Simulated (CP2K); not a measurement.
A run of CP2K 2026.2:

tio2_scf.inp

```
&GLOBAL
  PROJECT tio2_scf
  RUN_TYPE ENERGY_FORCE
  PRINT_LEVEL LOW
&END GLOBAL
&FORCE_EVAL
  METHOD QS
  STRESS_TENSOR ANALYTICAL
  &DFT
    BASIS_SET_FILE_NAME BASIS_MOLOPT_UZH
    POTENTIAL_FILE_NAME POTENTIAL_UZH
    &MGRID
      CUTOFF 600
      REL_CUTOFF 60
      NGRIDS 4
    &END MGRID
    &QS
      METHOD GPW
      EPS_DEFAULT 1.0E-10
    &END QS
    &KPOINTS
      SCHEME MONKHORST-PACK 8 8 4
      GAMMA_CENTERED T
      SYMMETRY T
      SYMMETRY_BACKEND SPGLIB
    &END KPOINTS
    &SCF
      SCF_GUESS ATOMIC
      EPS_SCF 1.0E-6
      MAX_SCF 100
      ADDED_MOS 42
      CHOLESKY OFF
      EPS_EIGVAL 1.0E-7
      &DIAGONALIZATION ON
        ALGORITHM STANDARD
      &END DIAGONALIZATION
      &MIXING ON
        METHOD BROYDEN_MIXING
        ALPHA 0.4
        BETA 1.5
        NBUFFER 8
      &END MIXING
      &SMEAR ON
        METHOD FERMI_DIRAC
        ELECTRONIC_TEMPERATURE [K] 580.226
      &END SMEAR
    &END SCF
    &XC
      &XC_FUNCTIONAL
        &GGA_X_PBE
        &END GGA_X_PBE
        &GGA_C_PBE
        &END GGA_C_PBE
      &END XC_FUNCTIONAL
    &END XC
    &PRINT
      &KPOINTS ON
      &END KPOINTS
      &MULLIKEN ON
      &END MULLIKEN
      &MO ON
        ENERGIES T
        OCCUPATION_NUMBERS T
        &EACH
          QS_SCF 0
        &END EACH
        ADD_LAST NUMERIC
      &END MO
      &LOWDIN ON
      &END LOWDIN
      &HIRSHFELD ON
        SHAPE_FUNCTION DENSITY
      &END HIRSHFELD
    &END PRINT
  &END DFT
  &SUBSYS
    &CELL
      A 6.4353683548 0.0000000000 0.0000000000
      B 5.3328817853 3.6019908004 0.0000000000
      C -1.8438887883 -0.5643719647 6.3289668713
      PERIODIC XYZ
    &END CELL
    &COORD
      Ti  10.0582667910 3.0786042120 1.8328814639
      Ti  1.7749489265 0.5432710580 1.7959202973
      Ti  -0.1339054392 -0.0409853763 4.4960854074
      Ti  8.1494124253 2.4943477777 4.5330465740
      O   3.7183031026 1.1380870911 1.8568998931
      O   1.8976611427 0.5808304460 4.1296508835
      O   8.3700852706 2.5618906621 6.2991637663
      O   8.0267002091 2.4567883897 2.1993159878
      O   9.9198546655 3.0362394426 3.9873820372
      O   1.5542760812 0.4757281736 0.0298031050
      O   6.2060582492 1.8995317446 4.4720669782
      O   0.0045066863 0.0013793931 2.3415848341
    &END COORD
    &KIND Ti
      BASIS_SET TZVP-MOLOPT-PBE-GTH-q12
      POTENTIAL GTH-PBE-q12
    &END KIND
    &KIND O
      BASIS_SET TZVP-MOLOPT-PBE-GTH-q6
      POTENTIAL GTH-PBE-q6
    &END KIND
    &PRINT
      &ATOMIC_COORDINATES ON
      &END ATOMIC_COORDINATES
      &CELL ON
      &END CELL
    &END PRINT
  &END SUBSYS
  &PRINT
    &FORCES ON
    &END FORCES
    &STRESS_TENSOR ON
    &END STRESS_TENSOR
  &END PRINT
&END FORCE_EVAL
```

Potentials or basis: POTENTIAL_UZH Ti GTH-PBE-q12, O GTH-PBE-q6; TZVP-MOLOPT-PBE-GTH basis.

The run is started by

```console
$ OMP_NUM_THREADS=1 cp2k.psmp -i tio2_scf.inp -o tio2_scf.out
```

Hardware: 1 thread of Arm Neoverse V1, on a shared host.

How long does it take, and how much memory?

Run time: 7.4 min on 1 thread of Arm Neoverse V1, on a shared host, peak memory 1.6 GiB. Counts: scf iterations 21, k points 78, basis 276, bands 90, force evaluations 1.
